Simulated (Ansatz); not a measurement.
# ZrC in the WC-type structure

Level of theory: DFT, r²SCAN, scalar-relativistic, no spin polarisation; plane waves to 500 eV with PAW datasets (Ansatz 0.2.0), 12×12×12 k-mesh, Gaussian smearing of 0.05 eV; PAW files: Ansatz's generated set soft_2.

```
Zr C
1.0
     3.27292    0.00000    0.00000
    -1.63646    2.83443    0.00000
     0.00000    0.00000    2.93105
Zr C
1 1
Direct
  0.00000 0.00000 0.00000
  0.66667 0.33333 0.50000
```

This is a trial structure; measured cells of the compound in the Crystallography Open Database are in space group Fm-3m (rock salt).

The cell above was scaled in volume, and shape and atoms were relaxed at each volume within its symmetry. Energies are counted from the cell above.

The cell is relaxed to zero pressure at this level.

```tsv
V (Å³/atom)	ΔE (meV/atom)	P (GPa)
13.05	13.7	8.4
13.32	?	?
13.60	0.0	0.0
13.87	3.0	-3.6
14.14	12.0	-7.0
14.55	35.6	-11.4
```

Problem. Fill in the withheld row.

Solution. ΔE (meV/atom): 3.3, P (GPa): 4.0.

Problem. What do the points give for the equilibrium volume, the bulk modulus and its pressure derivative (third-order Birch–Murnaghan)?

Solution. V0 = 13.60 Å³/atom, B0 = 189 GPa, B0′ isn't fixed: the energies give 3.1, and a fit of the pressures differs by over 0.35.

B0·V0 = 189.0 GPa × 13.60 Å³ = 16.04 eV/atom sets the scale: near the minimum ΔE ≈ ½ B0 V0 x², with x = V/V0 − 1, and a pressure of 1.9 GPa squeezes the volume by about 1 %. At the ends of the curve: x = −4.0 % predicts 13.0 meV/atom and the run gives 13.7; x = +7.0 % predicts 39.0 meV/atom and the run gives 35.6. Compression costs more and expansion less than the parabola says, since the crystal stiffens as it shrinks; B0′ measures that. The run is a metal.
